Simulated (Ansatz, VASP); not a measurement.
# ZnSe (Stilleite) in VASP and in Ansatz

```
CELL_PARAMETERS angstrom
0.00000 2.83380 2.83380
2.83380 0.00000 2.83380
2.83380 2.83380 0.00000
ATOMIC_POSITIONS crystal
Se 0.75000 0.75000 0.75000
Zn 0.00000 0.00000 0.00000
```

Alike in both runs: task single point; functional PBEsol; k mesh 8 × 8 × 8; occupations gaussian, width 0.02 eV; no spin polarisation.

|  | VASP | Ansatz |
| --- | --- | --- |
| version | VASP 6.6.1 | Ansatz 0.2.0 |
| potentials or method | VASP PAW PBE potentials, release 64 (Se, Zn) | Ansatz PAW |
| plane-wave cutoff (eV) | 520 | 420 |
| valence electrons in the cell | 18 | 28 |

Ansatz gave:

| Quantity | Value |
| --- | --- |
| gap on the k mesh at the Fermi level (eV) | 1.17 |
| least direct gap on the mesh (eV) | 1.17 |
| pressure (GPa) | -1.1 |

Question: What did VASP give for the same quantities?

Answer: gap on the k mesh at the Fermi level (eV): 1.17; least direct gap on the mesh (eV): 1.17; pressure (GPa): -0.9.

The two sets of potentials don't hold the same shells in valence.

Caveats: the PAW data sets were made with another functional, which shifts forces and pressure a little (VASP); the PAW data sets come from PBE, with cores solved anew for the run's functional, which leaves a small shift of forces and pressure (Ansatz).
